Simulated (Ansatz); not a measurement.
## Te started on a Pb site in rocksalt PbTe, 64 atoms, charge 0

Method: DFT, PBEsol, PAW, plane waves (Ansatz).

Command:

```sh
ansatz run in.yaml --threads 8 --pin off --max-ram 118750MiB --runs-dir r --events-out ev --progress --plain --backend cuda --devices 0, --max-vram 170GiB
```

The input less its lattice and atoms (starting moments on atoms near the defect: 2 μB in all):

```yaml
crystal:
  symmetry: { detect: false }
kpoints:
  mp_grid: { grid: [1, 1, 1], shift: [0.25, 0.25, 0.25] }
hamiltonian:
  xc: pbesol
magnetization:
  spin_polarized: true
scf:
  occupations: { method: fermi_dirac, width: 0.01 }
relax:
  f_tol: 0.03
  max_steps: 80
  escape_saddle: false
  adjacent_minimum: "off"
output:
  forces: true
  eigenvalues: true
  populations: true
```

Start:

```xyz
64
Lattice="12.8800 0.0000 0.0000 0.0000 12.8800 0.0000 0.0000 0.0000 12.8800" Properties=species:S:1:pos:R:3 pbc="T T T"
Te    3.2360   12.8782   12.8497
Te    3.2320   12.8735    6.4410
Te    3.2427    6.4593    0.0203
Te    3.2330    6.4369    6.4518
Te    9.6593   12.8659    0.0062
Te    9.6683   12.8722    6.4213
Te    9.6574    6.4516    0.0090
Te    9.7058    6.4245    6.4551
Te   12.8494    3.1828    0.0014
Te   12.8372    3.2027    6.4318
Te    0.0229    9.6699   12.8770
Te    0.0230    9.6782    6.4076
Te    6.4326    3.2310   12.8619
Te    6.4564    3.2422    6.4628
Te    6.4655    9.6838   12.8653
Te    6.4330    9.6503    6.4318
Te    0.0232   12.8718    3.2164
Te   12.8465   12.8475    9.6292
Te   12.8588    6.4665    3.2178
Te   12.8752    6.4462    9.6395
Te    6.4342    0.0179    3.1842
Te    6.4240   12.8514    9.6569
Te    6.4338    6.4335    3.2025
Te    6.4411    6.4493    9.6586
Te    6.4030    6.4236    6.3984
Te    3.1982    3.1942    3.2178
Te    3.2387    3.2536    9.6136
Te    3.2055    9.6435    3.2312
Te    3.2390    9.6514    9.6852
Te    9.6435    3.2020    3.2253
Te    9.6168    3.2353    9.6642
Te    9.6402    9.6490    3.2502
Te    9.6307    9.6635    9.6806
Pb   12.8693   12.8566    0.0143
Pb   12.8764    0.0164    6.4386
Pb    0.0120    6.4449   12.8499
Pb   12.8582    6.4474    6.4276
Pb    6.4191    0.0063   12.8616
Pb    6.4258   12.8484    6.4397
Pb    6.4361    6.4153    0.0224
Pb    3.2264    3.2440    0.0134
Pb    3.2351    3.1994    6.4678
Pb    3.2445    9.6634   12.8743
Pb    3.2391    9.6703    6.4662
Pb    9.6764    3.2397    0.0277
Pb    9.6812    3.2486    6.4196
Pb    9.6793    9.6548   12.8209
Pb    9.6492    9.6583    6.4448
Pb    3.1859   12.8722    3.2549
Pb    3.1967   12.8466    9.6660
Pb    3.1902    6.4564    3.2668
Pb    3.2269    6.4295    9.6811
Pb    9.6545    0.0003    3.2023
Pb    9.6229    0.0084    9.6685
Pb    9.6842    6.4276    3.2575
Pb    9.6309    6.4354    9.6703
Pb   12.8782    3.2153    3.2251
Pb    0.0000    3.2283    9.6549
Pb   12.8790    9.6642    3.1999
Pb   12.8462    9.6491    9.7072
Pb    6.4021    3.2447    3.2286
Pb    6.4688    3.2670    9.6453
Pb    6.4410    9.6572    3.2573
Pb    6.4340    9.7036    9.6360
```

Steps:

```json
{"step": "start", "energy less the first (eV)": "0.000", "largest force component (eV/Å)": "0.201"}
{"step": "1", "energy less the first (eV)": "-0.103", "largest force component (eV/Å)": "0.102"}
{"step": "2", "energy less the first (eV)": "-0.133", "largest force component (eV/Å)": "0.098"}
{"step": "3", "energy less the first (eV)": "-0.152", "largest force component (eV/Å)": "0.151"}
{"step": "4", "energy less the first (eV)": "-0.182", "largest force component (eV/Å)": "0.111"}
{"step": "5", "energy less the first (eV)": "-0.189", "largest force component (eV/Å)": "0.067"}
{"step": "6", "energy less the first (eV)": "-0.192", "largest force component (eV/Å)": "0.107"}
{"step": "7", "energy less the first (eV)": "-0.199", "largest force component (eV/Å)": "0.099"}
{"step": "8", "energy less the first (eV)": "-0.205", "largest force component (eV/Å)": "0.108"}
{"step": "9", "energy less the first (eV)": "-0.213", "largest force component (eV/Å)": "0.040"}
{"step": "10", "energy less the first (eV)": "-0.217", "largest force component (eV/Å)": "0.058"}
{"step": "11", "energy less the first (eV)": "-0.219", "largest force component (eV/Å)": "0.011"}
```

A structure on the way, about -0.13 eV from the start:

```
Te Pb
1.0
    12.88000    0.00000    0.00000
     0.00000   12.88000    0.00000
     0.00000    0.00000   12.88000
Te Pb
33 31
Direct
  0.24952 0.99967 0.99995
  0.25022 0.99894 0.49964
  0.24986 0.49946 0.99952
  0.25065 0.49894 0.49983
  0.74946 0.00017 0.99985
  0.74872 0.00061 0.50007
  0.74899 0.50002 0.00047
  0.75042 0.50038 0.50023
  0.00009 0.24999 0.99963
  0.99989 0.25043 0.49964
  0.99977 0.74953 0.99976
  0.00040 0.74918 0.49988
  0.49991 0.25034 0.99932
  0.49951 0.25531 0.49908
  0.49974 0.74911 0.00045
  0.50043 0.74644 0.50026
  0.99934 0.99987 0.24984
  0.99967 0.00035 0.74983
  0.99915 0.49953 0.25019
  0.99974 0.50010 0.74946
  0.49955 0.99907 0.25066
  0.49950 0.00100 0.74888
  0.49902 0.49932 0.25117
  0.49932 0.50050 0.74769
  0.49991 0.50054 0.49890
  0.25000 0.24952 0.24967
  0.24961 0.24955 0.74992
  0.24988 0.74940 0.24987
  0.24992 0.74989 0.74963
  0.74966 0.25006 0.24984
  0.74998 0.25016 0.74974
  0.74974 0.74998 0.25001
  0.75010 0.75022 0.74981
  0.99882 0.99998 0.00057
  0.99866 0.00015 0.50076
  0.99938 0.50005 0.99937
  0.99952 0.50036 0.49981
  0.49891 0.99924 0.00026
  0.49908 0.00012 0.50016
  0.49929 0.49896 0.99946
  0.25111 0.25016 0.00129
  0.24973 0.24925 0.50148
  0.25007 0.74975 0.99998
  0.24941 0.74900 0.50008
  0.75104 0.25068 0.00038
  0.75148 0.25151 0.49988
  0.74954 0.75010 0.99880
  0.75111 0.75070 0.49878
  0.24866 0.99988 0.25103
  0.24915 0.99918 0.75117
  0.24880 0.50049 0.25057
  0.24919 0.49906 0.75046
  0.74872 0.00019 0.24997
  0.74934 0.00065 0.75026
  0.74979 0.50040 0.25104
  0.74939 0.49986 0.75045
  0.00011 0.24991 0.25032
  0.00082 0.25093 0.75013
  0.99995 0.74974 0.25065
  0.99950 0.75048 0.75080
  0.49982 0.24951 0.24880
  0.50071 0.25227 0.75030
  0.50024 0.74963 0.25025
  0.49962 0.75198 0.75133
```

End:

```xyz
64
Lattice="12.8800 0.0000 0.0000 0.0000 12.8800 0.0000 0.0000 0.0000 12.8800" Properties=species:S:1:pos:R:3 pbc="T T T"
Te    3.2102   12.8530   12.8703
Te    3.2275   12.8514    6.4305
Te    3.2064    6.4149   12.8777
Te    3.1659    6.4323    6.4422
Te    9.6465   12.8572   12.8687
Te    9.6317   12.8609    6.4294
Te    9.6455    6.4190   12.8604
Te    9.6911    6.4236    6.4179
Te   12.8714    3.1960   12.8744
Te   12.8792    3.2004    6.4341
Te   12.8605    9.6386   12.8647
Te   12.8463    9.6397    6.4248
Te    6.4313    3.2004    0.0011
Te    6.4401    3.3901    6.4421
Te    6.4206    9.6397   12.8523
Te    6.3984    9.5053    6.4055
Te   12.8669   12.8527    3.2137
Te   12.8651   12.8574    9.6498
Te   12.8747    6.4148    3.2096
Te   12.8573    6.4194    9.6484
Te    6.4270   12.8509    3.2308
Te    6.4260   12.8616    9.6344
Te    6.4395    6.4316    3.1664
Te    6.4149    6.4246    9.6927
Te    6.4497    6.6602    6.4525
Te    3.2151    3.1884    3.2183
Te    3.2106    3.1917    9.6567
Te    3.1998    9.6338    3.2045
Te    3.1971    9.6383    9.6442
Te    9.6539    3.1909    3.2135
Te    9.6497    3.1940    9.6526
Te    9.6396    9.6376    3.2019
Te    9.6346    9.6414    9.6393
Pb    0.0085   12.8776    0.0117
Pb    0.0342    0.0198    6.4517
Pb   12.8792    6.4335    0.0043
Pb    0.0020    6.4425    6.4425
Pb    6.4486    0.0193    0.0376
Pb    6.4792    0.2777    6.4817
Pb    6.4377    6.4423    0.0016
Pb    3.2242    3.2228    0.0164
Pb    3.2292    3.2672    6.4570
Pb    3.2091    9.6480    0.0020
Pb    3.1694    9.6579    6.4432
Pb    9.6701    3.2268    0.0151
Pb    9.7050    3.2616    6.4553
Pb    9.6621    9.6518    0.0056
Pb    9.6947    9.6552    6.4464
Pb    3.2283   12.8779    3.2310
Pb    3.2255    0.0020    9.6744
Pb    3.2354    6.4369    3.2396
Pb    3.2183    6.4394    9.6679
Pb    9.6720   12.8800    3.2307
Pb    9.6728    0.0046    9.6775
Pb    9.6630    6.4369    3.2222
Pb    9.6506    6.4395    9.6557
Pb    0.0135    3.2229    3.2281
Pb    0.0106    3.2281    9.6743
Pb   12.8761    9.6481    3.2140
Pb    0.0002    9.6534    9.6669
Pb    6.4541    3.2649    3.2316
Pb    6.4504    3.2620    9.7080
Pb    6.4372    9.6557    3.1757
Pb    6.4409    9.6547    9.7011
```

Self-consistency was reached.

Time: 25 s of wall time on one NVIDIA GB200 with 8 processor threads, on a host shared with other runs; peak host memory 2.4 GiB.

(1) How much energy did the relaxation gain, and which atom moved most?

The moment started at 2 μB and ended at 2.0 μB; no other spin state is shown. The one k point has no symmetry partners, which can distort the end along one axis.

Answers

(1) 0.22 eV in 11 steps, from a start with small random displacements; atom 39 (Pb) moved 0.32 Å, the median atom 0.04 Å (drift of the whole cell removed).
